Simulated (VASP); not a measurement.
# Si (Fd-3m) in VASP: a series of runs

Aim: see how the results for Si move with the level of theory and the settings. Levels: r2SCAN, PBE. Tasks: single point.

Program: VASP 6.6.1. These are calculated values, not measurements. Logs are shortened: lines on timing, memory, paths and dates and some standing lists are left out, and cuts for length are marked.

## Step 1: Starting point

Symmetry: Fd-3m, No. 227, cubic system. The conventional cell has a = 5.444 Å, b = 5.444 Å, c = 5.444 Å, α = 90.00°, β = 90.00°, γ = 90.00°. Si (site symmetry -43m) has 4 Si at 2.36 Å as nearest neighbours.

## Step 2: Single point, r2SCAN

POSCAR

```
Si
1.0
    0.0000000000      2.7221220665      2.7221220665
    2.7221220665      0.0000000000      2.7221220665
    2.7221220665      2.7221220665      0.0000000000
Si
2
Direct
    0.5000000000      0.5000000000      0.5000000000
    0.7500000000      0.7500000000      0.7500000000
```

INCAR.step1

```
SYSTEM = Si
  ALGO = Normal
  EDIFF = 1E-4
  ENCUT = 520
  GGA = PE
  ISMEAR = 0
  LASPH = .True.
  LCHARG = .False.
  LREAL = .False.
  LWAVE = .True.
  NBANDS = 11
  NELM = 100
  PREC = Accurate
  SIGMA = 0.05
```

INCAR.step2

```
SYSTEM = Si
  ALGO = Normal
  EDIFF = 1E-6
  ENCUT = 520
  ISIF = 2
  ISMEAR = 0
  ISTART = 1
  LASPH = .True.
  LCHARG = .False.
  LMIXTAU = .True.
  LREAL = .False.
  LWAVE = .False.
  METAGGA = R2SCAN
  NBANDS = 11
  NELM = 100
  PREC = Accurate
  SIGMA = 0.05
```

KPOINTS

```
k-points
0
Gamma
  14 14 14
  0 0 0
```

Potentials or basis: VASP PAW PBE potentials, release 64 (Si).

Run with:

```console
cat potpaw_PBE.64/Si/POTCAR > POTCAR
cp INCAR.step1 INCAR
mpirun -np 1 vasp_std > vasp.out
cp INCAR.step2 INCAR
mpirun -np 1 vasp_std > vasp.out
```

OUTCAR:

```text
SYSTEM = Si
   EDIFF = 1E-6
   ENCUT = 520
   ISIF = 2
   ISMEAR = 0
   ISTART = 1
   LASPH = .True.
   LREAL = .False.
   METAGGA = R2SCAN
   NELM = 100
   PREC = Accurate

 ion  position               nearest neighbor table
   1  0.500  0.500  0.500-   2 2.36   2 2.36   2 2.36   2 2.36
   2  0.750  0.750  0.750-   1 2.36   1 2.36   1 2.36   1 2.36

  LATTYP: Found a face centered cubic cell.
 ALAT       =     5.4442441330

  Lattice vectors:

 A1 = (   0.0000000000,   2.7221220665,   2.7221220665)
 A2 = (   2.7221220665,   0.0000000000,   2.7221220665)
 A3 = (   2.7221220665,   2.7221220665,   0.0000000000)

Analysis of symmetry for initial positions (statically):
=====================================================================
 Subroutine PRICEL returns:
 Original cell was already a primitive cell.

 Routine SETGRP: Setting up the symmetry group for a
 face centered cubic supercell.

 Subroutine GETGRP returns: Found 48 space group operations
 (whereof 24 operations were pure point group operations)
 out of a pool of 48 trial point group operations.

The static configuration has the point symmetry T_d .
 The point group associated with its full space group is O_h .

Analysis of symmetry for dynamics (positions and initial velocities):
=====================================================================
 Subroutine PRICEL returns:
 Original cell was already a primitive cell.

 Routine SETGRP: Setting up the symmetry group for a
 face centered cubic supercell.

 Subroutine GETGRP returns: Found 48 space group operations
 (whereof 24 operations were pure point group operations)
 out of a pool of 48 trial point group operations.

The dynamic configuration has the point symmetry T_d .
 The point group associated with its full space group is O_h .

 Subroutine INISYM returns: Found 48 space group operations
 (whereof 24 operations are pure point group operations),
 and found     1 'primitive' translations

----------------------------------------------------------------------------------------

                                     Primitive cell

  volume of cell :      40.3416

  direct lattice vectors                    reciprocal lattice vectors
     0.000000000  2.722122066  2.722122066    -0.183680227  0.183680227  0.183680227
     2.722122066  0.000000000  2.722122066     0.183680227 -0.183680227  0.183680227
     2.722122066  2.722122066  0.000000000     0.183680227  0.183680227 -0.183680227

  length of vectors
     3.849661945  3.849661945  3.849661945     0.318143486  0.318143486  0.318143486

  position of ions in fractional coordinates (direct lattice)
     0.500000000  0.500000000  0.500000000
     0.750000000  0.750000000  0.750000000

  ion indices of the primitive-cell ions
   primitive index   ion index
                 1           1
                 2           2

----------------------------------------------------------------------------------------

 KPOINTS: k-points

Automatic generation of k-mesh.
 Grid dimensions read from file:
 generate k-points for:   14   14   14

 Generating k-lattice:

  Cartesian coordinates                     Fractional coordinates (reciprocal lattice)
    -0.013120016  0.013120016  0.013120016     0.071428571  0.000000000  0.000000000
     0.013120016 -0.013120016  0.013120016     0.000000000  0.071428571  0.000000000
     0.013120016  0.013120016 -0.013120016     0.000000000  0.000000000  0.071428571

  Length of vectors
     0.022724535  0.022724535  0.022724535

  Shift w.r.t. Gamma in fractional coordinates (k-lattice)
     0.000000000  0.000000000  0.000000000

 Subroutine IBZKPT returns following result:
 ===========================================

 Found    104 irreducible k-points:

 Following reciprocal coordinates:
            Coordinates               Weight
  0.000000  0.000000  0.000000      1.000000
  0.071429  0.000000  0.000000      8.000000
  0.142857  0.000000  0.000000      8.000000
  0.214286  0.000000  0.000000      8.000000
  0.285714  0.000000  0.000000      8.000000
  0.357143  0.000000  0.000000      8.000000
[... 16 lines left out ...]
  0.214286  0.142857  0.000000     24.000000
  0.285714  0.142857  0.000000     24.000000
 [... further k-points ...]
   k-points           NKPTS =    104   k-points in BZ     NKDIM =    104   number of bands    NBANDS=     11
   number of dos      NEDOS =    301   number of ions     NIONS =      2
   total plane-waves  NPLWV =  27000
   dimension x,y,z NGX =    30 NGY =   30 NGZ =   30
   dimension x,y,z NGXF=    60 NGYF=   60 NGZF=   60
   ions per type =               2
   NGX,Y,Z   is equivalent  to a cutoff of  12.96, 12.96, 12.96 a.u.
   NGXF,Y,Z  is equivalent  to a cutoff of  25.91, 25.91, 25.91 a.u.
 SYSTEM =  Si
   PREC   = accura    normal or accurate (medium, high low for compatibility)
   ISTART =      1    job   : 0-new  1-cont  2-samecut
   ICHARG =      0    charge: 1-file 2-atom 10-const
   ISPIN  =      1    spin polarized calculation?
   LNONCOLLINEAR =      F non collinear calculations
   LSORBIT =      F    spin-orbit coupling
   LASPH  =      T    aspherical Exc in radial PAW
   ENCUT  =  520.0 eV  38.22 Ry    6.18 a.u.   7.16  7.16  7.16*2*pi/ulx,y,z
   NELM   =    100;   NELMIN=  2; NELMDL=  0     # of ELM steps
   EDIFF  = 0.1E-05   stopping-criterion for ELM
   LREAL  =      F    real-space projection
   EDIFFG = 0.1E-04   stopping-criterion for IOM
   NSW    =      0    number of steps for IOM
   IBRION =     -1    ionic relax: 0-MD 1-quasi-New 2-CG
   NFREE  =      0    steps in history (QN), initial steepest desc. (CG)
   ISIF   =      2    stress and relaxation
   ISYM   =      2    0-nonsym 1-usesym 2-fastsym
   POTIM  = 0.5000    time-step for ionic-motion
   TEBEG  =    0.0;   TEEND  =   0.0 temperature during run
   PSTRESS=    0.0 pullay stress
   NELECT =       8.0000    total number of electrons
   NUPDOWN=      -1.0000    fix difference up-down
   EMIN   =  10.00;   EMAX   =-10.00  energy-range for DOS
   EFERMI =   0.00;   METHOD = LEGACY
   ISMEAR =     0;   SIGMA  =   0.05  broadening in eV -4-tet -1-fermi 0-gaus
   EFERMI_NEDOS =   21; number of points for ismear=-14 and -15
   IALGO  =     38    algorithm
   IMIX   =      4    mixing-type and parameters
     AMIX     =   0.40;   BMIX     =  1.00
     AMIX_MAG =   1.60;   BMIX_MAG =  1.00
  volume/ion in A,a.u.               =      20.17       136.12
  Fermi-wavevector in a.u.,A,eV,Ry     =   0.954671  1.804067 12.400315  0.911397
  Thomas-Fermi vector in A             =   2.083439
   LORBIT       =      0    0 simple, 1 ext, 2 COOP (PROOUT), +10 PAW based schemes
   METAGGA = R2SCAN    functional components
   LHFCALC =     F    Hartree Fock is set to
   AEXX    =    0.0000 exact exchange contribution
   IVDW    =     0    specifies the selected vdW correction
   LEPSILON=     F    determine dielectric tensor
   LRPA    =     F    only Hartree local field effects (RPA)
 non-spin polarized calculation
 Gauss-broadening in eV      SIGMA  =   0.05
  energy-cutoff  :      520.00
  volume of cell :       40.34
 maximum number of plane-waves:      1106
 NGX is ok and might be reduce to    30
   NGX = 15   NGY = 15   NGZ = 15

 number of electron       8.0000001 magnetization

 Free energy of the ion-electron system (eV)
  ---------------------------------------------------
  ext. energy  EPLUGINS =         0.00000000
  ---------------------------------------------------
  free energy    TOTEN  =       -17.55038857 eV

  energy without entropy =      -17.55038857  energy(sigma->0) =      -17.55038857

 E-fermi :   5.9016     XC(G=0):  -9.8254

 val. band max:        5.6618020585   @ k =   0.0000   0.0000   0.0000
 cond. band min:       6.4494519380   @ k =   0.4286   0.4286   0.0000
 fundamental gap:      0.7876498794
 Fermi energy:         5.9016298217

 k-point     1 :       0.0000    0.0000    0.0000
  band No.  band energies     occupation
      1      -6.8113      2.00000
      2       5.6618      2.00000
      3       5.6618      2.00000
      4       5.6618      2.00000
      5       8.4169      0.00000
      6       8.4169      0.00000
      7       8.4169      0.00000
      8       9.5587      0.00000
      9      13.7851      0.00000
     10      13.7851      0.00000
     11      14.3310      0.00000

 k-point     2 :       0.0714    0.0000    0.0000
  band No.  band energies     occupation
      1      -6.7413      2.00000
      2       4.9890      2.00000
      3       5.5484      2.00000
      4       5.5484      2.00000
      5       8.5192      0.00000
      6       8.5842      0.00000
      7       8.5842      0.00000
      8      10.0249      0.00000
      9      13.5807      0.00000
     10      13.5807      0.00000
     11      14.6184      0.00000

 k-point     3 :       0.1429    0.0000    0.0000
  band No.  band energies     occupation
      1      -6.5329      2.00000
      2       3.6835      2.00000
      3       5.2870      2.00000
      4       5.2870      2.00000
      5       8.3919      0.00000
      6       8.9661      0.00000
      7       8.9661      0.00000
      8      11.1943      0.00000
      9      13.2332      0.00000
     10      13.2332      0.00000
     11      15.2893      0.00000
[... 267 lines left out ...]
 k-point    23 :       0.2143    0.1429    0.0000
  band No.  band energies     occupation
      1      -6.1857      2.00000
      2       3.0153      2.00000
      3       4.3217      2.00000
      4       4.3968      2.00000
      5       7.7356      0.00000
      6       9.9812      0.00000
      7      10.4340      0.00000
      8      10.6035      0.00000
      9      13.2025      0.00000
     10      14.3373      0.00000
     11      16.4178      0.00000

 k-point    24 :       0.2857    0.1429    0.0000
  band No.  band energies     occupation
      1      -5.8036      2.00000
      2       1.7839      2.00000
      3       4.0608      2.00000
      4       4.0734      2.00000
      5       7.9696      0.00000
      6       9.9277      0.00000
      7      10.5647      0.00000
      8      10.7312      0.00000
      9      14.4455      0.00000
     10      14.6388      0.00000
     11      16.6031      0.00000

 [... further k-points ...]

------------------------ aborting loop because EDIFF is reached ----------------------------------------

  FORCE on cell =-STRESS in cart. coord.  units (eV):
  Direction    XX          YY          ZZ          XY          YZ          ZX
  --------------------------------------------------------------------------------------
  -------------------------------------------------------------------------------------
  Total       -0.0598635     -0.0598635     -0.0598635      0.0000000      0.0000000      0.0000000
  in kB       -2.3774960     -2.3774960     -2.3774960      0.0000000      0.0000000      0.0000000
  external PRESSURE =      -2.3774960 kB  Pullay stress =       0.0000000 kB

 VOLUME and BASIS-vectors are now :
 -----------------------------------------------------------------------------
  energy-cutoff  :      520.00
  volume of cell :       40.34
      direct lattice vectors                 reciprocal lattice vectors
     0.000000000  2.722122066  2.722122066    -0.183680227  0.183680227  0.183680227
     2.722122066  0.000000000  2.722122066     0.183680227 -0.183680227  0.183680227
     2.722122066  2.722122066  0.000000000     0.183680227  0.183680227 -0.183680227

 POSITION                                       TOTAL-FORCE (eV/Angst)
 -----------------------------------------------------------------------------------
      2.72212      2.72212      2.72212        -0.000000      0.000000     -0.000000
      4.08318      4.08318      4.08318         0.000000     -0.000000      0.000000
 -----------------------------------------------------------------------------------
    total drift:                                0.000000     -0.000000     -0.000000

  FREE ENERGIE OF THE ION-ELECTRON SYSTEM (eV)
  ---------------------------------------------------
  free  energy   TOTEN  =       -17.5503885664 eV

  energy  without entropy=      -17.5503885664  energy(sigma->0) =      -17.55038857
```

Wall time 2.9 min (1 thread of Intel Xeon Platinum 8259CL at 2.50GHz (Skylake/Cascade Lake), shared host); peak memory 0.18 GiB.

Results:

| Property | Result |
| --- | --- |
| Free energy | -17.5504 eV |
| Pressure | -0.2 GPa |
| Band gap on the k mesh | 0.79 eV, indirect (least direct gap 2.76 eV) |

Levels at points of the mesh, in eV from the valence-band top:
| k point | band 1 | band 2 | band 3 | band 4 | band 5 | band 6 | band 7 | band 8 |
| --- | --- | --- | --- | --- | --- | --- | --- | --- |
| (0.00, 0.00, 0.00) | -12.47 | 0.00 | 0.00 | 0.00 | 2.76 | 2.76 | 2.76 | 3.90 |
| (0.50, 0.00, 0.00) | -10.04 | -7.23 | -1.27 | -1.27 | 1.86 | 3.59 | 3.59 | 8.33 |
| (0.50, 0.50, 0.00) | -8.13 | -8.13 | -2.99 | -2.99 | 0.94 | 0.94 | 10.81 | 10.81 |

Caveat: the PAW data sets were made with another functional, which shifts forces and pressure a little.

## Step 3: Single point, PBE

This run uses another cell than the first one, of 20.01 Å³/atom, 0.992 times its volume.

INCAR

```
SYSTEM = Si
ALGO = Normal
EDIFF = 1E-6
ENCUT = 520
GGA = PE
ISIF = 2
ISMEAR = 0
LASPH = .True.
LCHARG = .False.
LREAL = .False.
LWAVE = .False.
NBANDS = 11
NELM = 100
PREC = Accurate
SIGMA = 0.05
```

KPOINTS

```
k-points
0
Gamma
  6 6 6
  0 0 0
```

POSCAR

```
Si
1.0
    0.0000000000      2.7150000000      2.7150000000
    2.7150000000      0.0000000000      2.7150000000
    2.7150000000      2.7150000000      0.0000000000
Si
2
Direct
    0.5000000000      0.5000000000      0.5000000000
    0.7500000000      0.7500000000      0.7500000000
```

Potentials or basis: VASP PAW PBE potentials, release 64 (Si).

Run with:

```console
cat potpaw_PBE.64/Si/POTCAR > POTCAR
mpirun -np 1 vasp_std > vasp.out
```

Run time: 8.9 s. Hardware: 1 thread of Intel Xeon Platinum 8259CL at 2.50GHz (Skylake/Cascade Lake), shared host; peak memory 0.15 GiB.

Results (log left out):

- Free energy: -10.8207 eV
- Pressure: 2.1 GPa
- Band gap on the k mesh: 0.71 eV, indirect (least direct gap 2.56 eV)

Levels at points of the mesh, in eV from the valence-band top:
```
           k point  band 1  band 2  band 3  band 4  band 5  band 6  band 7  band 8
(0.00, 0.00, 0.00)  -11.96    0.00    0.00    0.00    2.56    2.56    2.56    3.38
(0.50, 0.00, 0.00)   -9.63   -6.97   -1.20   -1.20    1.54    3.34    3.34    7.73
(0.50, 0.50, 0.00)   -7.82   -7.82   -2.85   -2.85    0.71    0.71   10.12   10.12
```

A k mesh can miss the band edges. A hybrid or GW would open this gap; PBE tends to underestimate it.
